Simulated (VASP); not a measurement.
Results of a VASP single-point calculation on SrO (rocksalt)

POSCAR

```
Sr O
 1.0000000000000000
     0.0000000000000000    2.5798923264854050    2.5798923264854050
     2.5798923264854050    0.0000000000000000    2.5798923264854050
     2.5798923264854050    2.5798923264854050   -0.0000000000000000
 Sr  O
   1   1
Cartesian
 -0.0000000000000000 -0.0000000000000000  0.0000000000000000
  2.5798923264854050  2.5798923264854050  2.5798923264854050
```

```
gap between bands v and c : 3.75 eV
least direct gap          : 3.84 eV
```

Band v is the last that the valence electrons fill when counted band by band, and c is the next. Levels in eV from the top of v:

| point | v−1 | v | c | c+1 |
| --- | --- | --- | --- | --- |
| Γ | 0.00 | 0.00 | 4.58 | 6.75 |
| X | -0.09 | -0.09 | 3.75 | 8.44 |
| K | -0.57 | -0.48 | 5.27 | 8.45 |
| L | -1.11 | -1.11 | 7.07 | 8.99 |
| W | -0.44 | -0.44 | 6.53 | 6.53 |

**Question.** Which of these levels of theory gave these results?
A. PBEsol
B. PBE
C. PBE0
D. LDA
E. r²SCAN
F. PBE with spin–orbit coupling
G. HSE06

**Answer.** E.

The INCAR was:

```
NELM = 120
EDIFF = 1E-7
LASPH = .TRUE.
ENCUT = 520
ISIF = 2
IBRION = -1
NBANDS = 15
NSW = 0
METAGGA = R2SCAN
LCHARG = .FALSE.
PREC = Accurate
ALGO = Normal
ISMEAR = 0
LREAL = .FALSE.
LWAVE = .FALSE.
SIGMA = 0.01
```
